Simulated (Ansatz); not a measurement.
# Sn: equation of state, part 1 of 2

Aim: scale the cell of Sn up and down at fixed shape and fractional positions, and get the equilibrium volume and bulk modulus with LAPW, PAW and all-electron datasets made for the crystal.

Method: DFT PBEsol, scalar-relativistic, in Ansatz 0.2.0.

## (1) The starting structure

Symmetry: Fd-3m, No. 227, cubic system. The conventional cell has a = 6.491 Å, b = 6.491 Å, c = 6.491 Å, α = 90.00°, β = 90.00°, γ = 90.00°. Sn (site symmetry -43m) is surrounded by 4 Sn at 2.81 Å.

Coordinates:

```
Sn
1.0
     0.00000    3.24560    3.24560
     3.24560    0.00000    3.24560
     3.24560    3.24560    0.00000
Sn
2
Cartesian
  3.2456 3.2456 3.2456
  4.8684 4.8684 4.8684
```

Atoms are numbered in the order of the input: Sn1, Sn2.

## (2) Volume × 0.96, LAPW

File input.yaml:

```yaml
crystal:
  lattice:
    - [0.0, 3.2017351634, 3.2017351634]
    - [3.2017351634, 0.0, 3.2017351634]
    - [3.2017351634, 3.2017351634, 0.0]
  atoms:
    - { symbol: Sn, position: [0.5, 0.5, 0.5] }
    - { symbol: Sn, position: [0.75, 0.75, 0.75] }
kpoints:
  mp_grid: { grid: [11, 11, 11] }
  band_path:
    path:
      - [0.0, 0.0, 0.0]
      - [0.5, 0.0, 0.5]
      - [0.625, 0.25, 0.625]
      - [0.375, 0.375, 0.75]
      - [0.0, 0.0, 0.0]
      - [0.5, 0.5, 0.5]
      - [0.5, 0.25, 0.75]
      - [0.5, 0.0, 0.5]
    npoints: 5
scf:
  occupations: { method: fermi_dirac, width: 0.05 }
hamiltonian:
  xc: pbesol
  pseudopotentials: { kind: all_electron, lapw: { basis_error: 0.001 } }
output:
  forces: true
  stress: true
  eigenvalues: true
```

Started as:

```
> ansatz run input.yaml --threads 1 --pin off --max-ram 3072MiB --backend cpu --events-out ev --progress --plain --runs-dir out
```

The log of the run, cut to the lines that bear on the results:

```text
LAPW: plane waves up to 8.310 Å⁻¹, error target 1.0e-3 eV per atom; small_component_spin mean_spin; Sn in spheres of 1.386 Å, 22 of its electrons in bands, Dirac shells []
[...]
Pseudopotentials: kind: all_electron
Pseudopotential: Sn, LAPW, valence charge 22, Koelling and Harmon's equation, gaussian nucleus
Functional definition: PBEsol
[...]
Crystal: 2 atoms, lattice volume = 65.643 Å³
Basis set: ecut = 263.11045402270315 eV, 609 PW (Γ), exchange–correlation at level 2
Bands: 27, of which v1, the nominal top of the filled ones, is band 22 counted from 1 (21 counted from 0)
Symmetry: 48 space group operations
Space group: Fd-3m (ITA 227), of the structure as read, at distance tolerance 4.0e-5 Å
k-points: 56 of 1331
[...]
SCF iter   1: F=—  HF=-336030.048055 eV  |F-HF|=—  |Δ(HF+E_count)|=         —  Δρ=1.92e-2  dr2=2.99e-1  ethr=6.75e-4  ⟨swp⟩=2.8  Hψ=9758  notcnv=0
[...]
the basis was enlarged: its passes take 189.0 KiB over the memory plan, 1 of 1 planned eigensolver slots
[...]
SCF iter   6: F=-336029.963462 eV  HF=-336029.963462 eV  |F-HF|=1.63e-8  |Δ(HF+E_count)|=   1.22e-6  Δρ=3.75e-6  dr2=9.19e-9  ethr=1.52e-9  ⟨swp⟩=3.0  Hψ=4429  notcnv=0
[...]
NSCF: frozen V_eff on 36 k-points
SCF converged after 6 iterations
Free energy (F): -336029.963462 eV
[...]
E sigma→0 (E₀):  -336029.962773 eV
Entropy (-TS):   -0.001378 eV (-0.689 meV/atom)
Fermi energy:    10.657266 eV
[...]
--- Forces (eV/Å), atoms counted from 1 ---
  atom   1  Sn     0.00000000     0.00000000     0.00000000
  atom   2  Sn     0.00000000     0.00000000     0.00000000
[...]
--- Stress (GPa, compression-positive) ---
        3.067738      -0.000000      -0.000000
       -0.000000       3.067738       0.000000
       -0.000000       0.000000       3.067738
  P = ⅓ Tr σ = 3.0677 GPa (30.677 kbar)
--- Band table (eV; the first three rows and the last of 56) ---
[...]
```

It took 19 s on 1 thread of Arm Neoverse V2, shared host; peak memory 0.38 GiB.

In short: pressure 3.07 GPa; no gap.

## (3) Volume × 0.96, PAW

File input.yaml:

```yaml
crystal:
  lattice:
    - [0.0, 3.2017351634, 3.2017351634]
    - [3.2017351634, 0.0, 3.2017351634]
    - [3.2017351634, 3.2017351634, 0.0]
  atoms:
    - { symbol: Sn, position: [0.5, 0.5, 0.5] }
    - { symbol: Sn, position: [0.75, 0.75, 0.75] }
kpoints:
  mp_grid: { grid: [11, 11, 11] }
scf:
  occupations: { method: fermi_dirac, width: 0.05 }
hamiltonian:
  xc: pbesol
  pseudopotentials: { kind: paw }
output:
  forces: true
  stress: true
  eigenvalues: true
  efg: { contact_densities: true }
```

Started as:

```
> ansatz run input.yaml --threads 1 --pin off --max-ram 3072MiB --backend cpu --events-out ev --progress --plain --runs-dir out
```

The log of the run, cut to the lines that bear on the results:

```text
Sn: output.efg is read without spin–orbit coupling, which moves field gradients at and beside such atoms by some per cent and up to a factor of two; PAW files take it under magnetization.noncollinear and magnetization.spin_orbit
[...]
Pseudopotentials: kind: paw
Pseudopotential: Sn, paw, valence charge 14, recommended cutoff 420 eV (normal)
Functional definition: PBEsol
[...]
Crystal: 2 atoms, lattice volume = 65.643 Å³
Basis set: ecut = 420 eV, 1243 PW (Γ), exchange–correlation on 64×64×64 points (8 copies of the dense FFT grid, shifted against one another)
Bands: 18, of which v1, the nominal top of the filled ones, is band 14 counted from 1 (13 counted from 0)
Symmetry: 48 space group operations
Space group: Fd-3m (ITA 227), of the structure as read, at distance tolerance 4.0e-5 Å
k-points: 56 of 1331
[...]
  atom   1  Sn    -0.00000000     0.00000000     0.00000000
  atom   2  Sn    -0.00000000     0.00000000     0.00000000
[...]
--- Stress (GPa, compression-positive) ---
        3.068080       0.000000      -0.000000
        0.000000       3.068080       0.000000
        0.000000       0.000000       3.068080
  P = ⅓ Tr σ = 3.0681 GPa (30.681 kbar)
--- PAW observables at the nuclei: V_zz in 10²¹ V/m², potentials from the cell's mean, atoms counted from 1 ---
  atom   1  Sn V_zz =    +0.000000   η = 0.0000   by run symmetry: forbidden
            electrostatic potential = -8171.328993 V   contact ρ = 1234583.663902 e/Å³
  atom   2  Sn V_zz =    +0.000000   η = 0.0000   by run symmetry: forbidden
            electrostatic potential = -8171.328993 V   contact ρ = 1234583.663902 e/Å³
--- Band table (eV; the first three rows and the last of 56) ---
  k-point 0: bands = ["-13.5158", "-13.5158", "-13.5158", "-13.4489", "-13.4489", "-13.1032", "-13.1032", "-13.1032", "-13.0887", "-13.0887", "-2.7104", "7.7853", "8.2832", "8.2832", "8.2832", "10.3496", "10.3496", "10.3496"]
[...]
```

Run time: 4.1 s. Hardware: 1 thread of Arm Neoverse V2, shared host; peak memory 0.38 GiB.

Read from it: pressure 3.07 GPa; no gap.

## (4) Volume × 0.96, crystal datasets

Changes to input.yaml since step 3:

```diff
@@ -14,3 +14,3 @@
   xc: pbesol
-  pseudopotentials: { kind: paw }
+  pseudopotentials: { kind: all_electron, datasets: crystal }
 output:
```

Started as:

```
> ansatz run input.yaml --threads 1 --pin off --max-ram 3072MiB --backend cpu --events-out ev --progress --plain --runs-dir out
```

The log of the run, cut to the lines that bear on the results:

```text
[...]
band count auto-derived: 19 (N_el = 28.0; filled up to band 14; 18 by the electrons, moments and atoms)
Sn: output.efg is read without spin–orbit coupling, which moves field gradients at and beside such atoms by some per cent and up to a factor of two; PAW files take it under magnetization.noncollinear and magnetization.spin_orbit
[...]
Pseudopotentials: kind: all_electron
Pseudopotential: Sn, paw, valence charge 14, recommended cutoff 240 eV (normal), Koelling and Harmon's equation, gaussian nucleus
Functional definition: PBEsol
[...]
Crystal: 2 atoms, lattice volume = 65.643 Å³
Basis set: ecut = 240 eV, 537 PW (Γ), exchange–correlation on 48×48×48 points (8 copies of the dense FFT grid, shifted against one another)
Bands: 19, of which v1, the nominal top of the filled ones, is band 14 counted from 1 (13 counted from 0)
Symmetry: 48 space group operations
[...]
  atom   1  Sn    -0.00000000    -0.00000000    -0.00000000
  atom   2  Sn     0.00000000    -0.00000000    -0.00000000
[...]
--- Stress (GPa, compression-positive) ---
        3.067493      -0.000000       0.000000
       -0.000000       3.067493      -0.000000
       -0.000000       0.000000       3.067493
  P = ⅓ Tr σ = 3.0675 GPa (30.675 kbar)
--- PAW observables at the nuclei: V_zz in 10²¹ V/m², potentials from the cell's mean, atoms counted from 1 ---
  atom   1  Sn V_zz =    -0.000000   η = 0.0000   by run symmetry: forbidden
            electrostatic potential = -8169.385475 V   contact ρ = 1234483.441978 e/Å³
  atom   2  Sn V_zz =    -0.000000   η = 0.0000   by run symmetry: forbidden
            electrostatic potential = -8169.385475 V   contact ρ = 1234483.441978 e/Å³
--- Band table (eV; the first three rows and the last of 56) ---
  k-point 0: bands = ["-11.0708", "-11.0708", "-11.0708", "-11.0040", "-11.0040", "-10.6581", "-10.6581", "-10.6581", "-10.6436", "-10.6436", "-0.2673", "10.2287", "10.7263", "10.7263", "10.7263", "12.7924", "12.7924"]
[...]
```

Wall time 6.2 s (1 thread of Arm Neoverse V2, shared host); peak memory 0.38 GiB.

This run gives: pressure 3.07 GPa; no gap.

## (5) Volume × 0.99, LAPW

File input.yaml:

```yaml
crystal:
  lattice:
    - [0.0, 3.2347450694, 3.2347450694]
    - [3.2347450694, 0.0, 3.2347450694]
    - [3.2347450694, 3.2347450694, 0.0]
  atoms:
    - { symbol: Sn, position: [0.5, 0.5, 0.5] }
    - { symbol: Sn, position: [0.75, 0.75, 0.75] }
kpoints:
  mp_grid: { grid: [11, 11, 11] }
  band_path:
    path:
      - [0.0, 0.0, 0.0]
      - [0.5, 0.0, 0.5]
      - [0.625, 0.25, 0.625]
      - [0.375, 0.375, 0.75]
      - [0.0, 0.0, 0.0]
      - [0.5, 0.5, 0.5]
      - [0.5, 0.25, 0.75]
      - [0.5, 0.0, 0.5]
    npoints: 5
scf:
  occupations: { method: fermi_dirac, width: 0.05 }
hamiltonian:
  xc: pbesol
  pseudopotentials: { kind: all_electron, lapw: { basis_error: 0.001 } }
output:
  forces: true
  stress: true
  eigenvalues: true
```

Started as:

```
> ansatz run input.yaml --threads 1 --pin off --max-ram 3072MiB --backend cpu --events-out ev --progress --plain --runs-dir out
```

The log of the run, cut to the lines that bear on the results:

```text
LAPW: plane waves up to 8.206 Å⁻¹, error target 1.0e-3 eV per atom; small_component_spin mean_spin; Sn in spheres of 1.401 Å, 22 of its electrons in bands, Dirac shells []
[...]
Pseudopotentials: kind: all_electron
Pseudopotential: Sn, LAPW, valence charge 22, Koelling and Harmon's equation, gaussian nucleus
Functional definition: PBEsol
[...]
Crystal: 2 atoms, lattice volume = 67.694 Å³
Basis set: ecut = 256.5316171413848 eV, 609 PW (Γ), exchange–correlation at level 2
Bands: 27, of which v1, the nominal top of the filled ones, is band 22 counted from 1 (21 counted from 0)
Symmetry: 48 space group operations
Space group: Fd-3m (ITA 227), of the structure as read, at distance tolerance 4.1e-5 Å
k-points: 56 of 1331
[...]
SCF iter   1: F=—  HF=-336030.070729 eV  |F-HF|=—  |Δ(HF+E_count)|=         —  Δρ=1.84e-2  dr2=2.85e-1  ethr=6.43e-4  ⟨swp⟩=2.8  Hψ=9754  notcnv=0
[...]
the basis was enlarged: its passes take 189.0 KiB over the memory plan, 1 of 1 planned eigensolver slots
[...]
SCF iter   6: F=-336029.992168 eV  HF=-336029.992168 eV  |F-HF|=1.60e-8  |Δ(HF+E_count)|=   1.17e-6  Δρ=3.58e-6  dr2=8.86e-9  ethr=1.42e-9  ⟨swp⟩=3.0  Hψ=4430  notcnv=0
[...]
NSCF: frozen V_eff on 36 k-points
SCF converged after 6 iterations
Free energy (F): -336029.992168 eV
[...]
E sigma→0 (E₀):  -336029.991297 eV
Entropy (-TS):   -0.001742 eV (-0.871 meV/atom)
Fermi energy:    10.156661 eV
[...]
--- Forces (eV/Å), atoms counted from 1 ---
  atom   1  Sn    -0.00000000    -0.00000000     0.00000000
  atom   2  Sn    -0.00000000    -0.00000000     0.00000000
[...]
--- Stress (GPa, compression-positive) ---
        1.468087      -0.000000       0.000000
       -0.000000       1.468087      -0.000000
        0.000000      -0.000000       1.468087
  P = ⅓ Tr σ = 1.4681 GPa (14.681 kbar)
--- Band table (eV; the first three rows and the last of 56) ---
[...]
```

It took 18 s on 1 thread of Arm Neoverse V2, shared host; peak memory 0.38 GiB.

Read from it: pressure 1.47 GPa; no gap.

## (6) Volume × 0.99, PAW

File input.yaml:

```yaml
crystal:
  lattice:
    - [0.0, 3.2347450694, 3.2347450694]
    - [3.2347450694, 0.0, 3.2347450694]
    - [3.2347450694, 3.2347450694, 0.0]
  atoms:
    - { symbol: Sn, position: [0.5, 0.5, 0.5] }
    - { symbol: Sn, position: [0.75, 0.75, 0.75] }
kpoints:
  mp_grid: { grid: [11, 11, 11] }
scf:
  occupations: { method: fermi_dirac, width: 0.05 }
hamiltonian:
  xc: pbesol
  pseudopotentials: { kind: paw }
output:
  forces: true
  stress: true
  eigenvalues: true
  efg: { contact_densities: true }
  write_density: true
  write_potential: true
  elf: true
  volumetric_format: npy
```

Started as:

```
> ansatz run input.yaml --threads 1 --pin off --max-ram 3072MiB --backend cpu --events-out ev --progress --plain --runs-dir out
```

The log of the run, cut to the lines that bear on the results:

```text
Sn: output.efg is read without spin–orbit coupling, which moves field gradients at and beside such atoms by some per cent and up to a factor of two; PAW files take it under magnetization.noncollinear and magnetization.spin_orbit
[...]
Pseudopotentials: kind: paw
Pseudopotential: Sn, paw, valence charge 14, recommended cutoff 420 eV (normal)
Functional definition: PBEsol
[...]
Crystal: 2 atoms, lattice volume = 67.694 Å³
Basis set: ecut = 420 eV, 1363 PW (Γ), exchange–correlation on 64×64×64 points (8 copies of the dense FFT grid, shifted against one another)
Bands: 18, of which v1, the nominal top of the filled ones, is band 14 counted from 1 (13 counted from 0)
Symmetry: 48 space group operations
Space group: Fd-3m (ITA 227), of the structure as read, at distance tolerance 4.1e-5 Å
k-points: 56 of 1331
[...]
  atom   1  Sn     0.00000000    -0.00000000     0.00000000
  atom   2  Sn     0.00000000     0.00000000     0.00000000
[...]
--- Stress (GPa, compression-positive) ---
        1.468391       0.000000       0.000000
       -0.000000       1.468391      -0.000000
       -0.000000       0.000000       1.468391
  P = ⅓ Tr σ = 1.4684 GPa (14.684 kbar)
--- PAW observables at the nuclei: V_zz in 10²¹ V/m², potentials from the cell's mean, atoms counted from 1 ---
  atom   1  Sn V_zz =    -0.000000   η = 0.0000   by run symmetry: forbidden
            electrostatic potential = -8170.876949 V   contact ρ = 1234586.568264 e/Å³
  atom   2  Sn V_zz =    -0.000000   η = 0.0000   by run symmetry: forbidden
            electrostatic potential = -8170.876949 V   contact ρ = 1234586.568264 e/Å³
--- Band table (eV; the first three rows and the last of 56) ---
  k-point 0: bands = ["-13.8502", "-13.8502", "-13.8502", "-13.7879", "-13.7879", "-13.4692", "-13.4692", "-13.4692", "-13.4585", "-13.4585", "-2.8990", "7.1664", "7.8807", "7.8807", "7.8807", "9.9452", "9.9452", "9.9452"]
[...]
```

It took 5.3 s on 1 thread of Arm Neoverse V2, shared host; peak memory 0.39 GiB.

In short: pressure 1.47 GPa; no gap.

## (7) Volume × 0.99, crystal datasets

Changes to input.yaml since step 6:

```diff
@@ -14,3 +14,3 @@
   xc: pbesol
-  pseudopotentials: { kind: paw }
+  pseudopotentials: { kind: all_electron, datasets: crystal }
 output:
@@ -20,5 +20 @@
   efg: { contact_densities: true }
-  write_density: true
-  write_potential: true
-  elf: true
-  volumetric_format: npy
```

Started as:

```
> ansatz run input.yaml --threads 1 --pin off --max-ram 3072MiB --backend cpu --events-out ev --progress --plain --runs-dir out
```

The log of the run, cut to the lines that bear on the results:

```text
[...]
band count auto-derived: 19 (N_el = 28.0; filled up to band 14; 18 by the electrons, moments and atoms)
Sn: output.efg is read without spin–orbit coupling, which moves field gradients at and beside such atoms by some per cent and up to a factor of two; PAW files take it under magnetization.noncollinear and magnetization.spin_orbit
[...]
Pseudopotentials: kind: all_electron
Pseudopotential: Sn, paw, valence charge 14, recommended cutoff 240 eV (normal), Koelling and Harmon's equation, gaussian nucleus
Functional definition: PBEsol
[...]
Crystal: 2 atoms, lattice volume = 67.694 Å³
Basis set: ecut = 240 eV, 537 PW (Γ), exchange–correlation on 48×48×48 points (8 copies of the dense FFT grid, shifted against one another)
Bands: 19, of which v1, the nominal top of the filled ones, is band 14 counted from 1 (13 counted from 0)
Symmetry: 48 space group operations
[...]
  atom   1  Sn     0.00000000    -0.00000000     0.00000000
  atom   2  Sn     0.00000000     0.00000000     0.00000000
[...]
--- Stress (GPa, compression-positive) ---
        1.467208       0.000000       0.000000
       -0.000000       1.467208       0.000000
       -0.000000      -0.000000       1.467208
  P = ⅓ Tr σ = 1.4672 GPa (14.672 kbar)
--- PAW observables at the nuclei: V_zz in 10²¹ V/m², potentials from the cell's mean, atoms counted from 1 ---
  atom   1  Sn V_zz =    -0.000000   η = 0.0000   by run symmetry: forbidden
            electrostatic potential = -8168.939246 V   contact ρ = 1234486.293338 e/Å³
  atom   2  Sn V_zz =    -0.000000   η = 0.0000   by run symmetry: forbidden
            electrostatic potential = -8168.939246 V   contact ρ = 1234486.293338 e/Å³
--- Band table (eV; the first three rows and the last of 56) ---
  k-point 0: bands = ["-11.4793", "-11.4793", "-11.4793", "-11.4170", "-11.4170", "-11.0981", "-11.0981", "-11.0981", "-11.0875", "-11.0875", "-0.5303", "9.5356", "10.2494", "10.2494", "10.2494", "12.3137", "12.3137"]
[...]
```

Run time: 6.6 s. Hardware: 1 thread of Arm Neoverse V2, shared host; peak memory 0.39 GiB.

In short: pressure 1.47 GPa; no gap.

## (8) Volume × 1.02, LAPW

File input.yaml:

```yaml
crystal:
  lattice:
    - [0.0, 3.2670946662, 3.2670946662]
    - [3.2670946662, 0.0, 3.2670946662]
    - [3.2670946662, 3.2670946662, 0.0]
  atoms:
    - { symbol: Sn, position: [0.5, 0.5, 0.5] }
    - { symbol: Sn, position: [0.75, 0.75, 0.75] }
kpoints:
  mp_grid: { grid: [11, 11, 11] }
  band_path:
    path:
      - [0.0, 0.0, 0.0]
      - [0.5, 0.0, 0.5]
      - [0.625, 0.25, 0.625]
      - [0.375, 0.375, 0.75]
      - [0.0, 0.0, 0.0]
      - [0.5, 0.5, 0.5]
      - [0.5, 0.25, 0.75]
      - [0.5, 0.0, 0.5]
    npoints: 5
scf:
  occupations: { method: fermi_dirac, width: 0.05 }
hamiltonian:
  xc: pbesol
  pseudopotentials: { kind: all_electron, lapw: { basis_error: 0.001 } }
output:
  forces: true
  stress: true
  eigenvalues: true
```

Started as:

```
> ansatz run input.yaml --threads 1 --pin off --max-ram 3072MiB --backend cpu --events-out ev --progress --plain --runs-dir out
```

The log of the run, cut to the lines that bear on the results:

```text
LAPW: plane waves up to 8.105 Å⁻¹, error target 1.0e-3 eV per atom; small_component_spin mean_spin; Sn in spheres of 1.415 Å, 22 of its electrons in bands, Dirac shells []
[...]
Pseudopotentials: kind: all_electron
Pseudopotential: Sn, LAPW, valence charge 22, Koelling and Harmon's equation, gaussian nucleus
Functional definition: PBEsol
[...]
Crystal: 2 atoms, lattice volume = 69.745 Å³
Basis set: ecut = 250.30423288580909 eV, 609 PW (Γ), exchange–correlation at level 2
Bands: 27, of which v1, the nominal top of the filled ones, is band 22 counted from 1 (21 counted from 0)
Symmetry: 48 space group operations
Space group: Fd-3m (ITA 227), of the structure as read, at distance tolerance 4.1e-5 Å
k-points: 56 of 1331
[...]
SCF iter   1: F=—  HF=-336030.074936 eV  |F-HF|=—  |Δ(HF+E_count)|=         —  Δρ=1.77e-2  dr2=2.72e-1  ethr=6.12e-4  ⟨swp⟩=2.9  Hψ=9769  notcnv=0
[...]
the basis was enlarged: its passes take 83.4 KiB over the memory plan, 1 of 1 planned eigensolver slots
[...]
SCF iter   8: F=-336030.002089 eV  HF=-336030.002088 eV  |F-HF|=4.77e-7  |Δ(HF+E_count)|=   4.14e-6  Δρ=1.26e-5  dr2=7.63e-8  ethr=2.19e-9  ⟨swp⟩=3.0  Hψ=4436  notcnv=0
[...]
NSCF: frozen V_eff on 36 k-points
SCF converged after 8 iterations
Free energy (F): -336030.002089 eV
[...]
E sigma→0 (E₀):  -336030.001084 eV
Entropy (-TS):   -0.002009 eV (-1.004 meV/atom)
Fermi energy:    9.691229 eV
[...]
--- Forces (eV/Å), atoms counted from 1 ---
  atom   1  Sn     0.00000000    -0.00000000     0.00000000
  atom   2  Sn     0.00000000     0.00000000     0.00000000
[...]
--- Stress (GPa, compression-positive) ---
        0.124012      -0.000000       0.000000
       -0.000000       0.124012       0.000000
        0.000000       0.000000       0.124012
  P = ⅓ Tr σ = 0.1240 GPa (1.240 kbar)
--- Band table (eV; the first three rows and the last of 56) ---
[...]
```

Wall time 20 s (1 thread of Arm Neoverse V2, shared host); peak memory 0.39 GiB.

This run gives: pressure 0.12 GPa; no gap.

(Continued in part 2 of 2.)
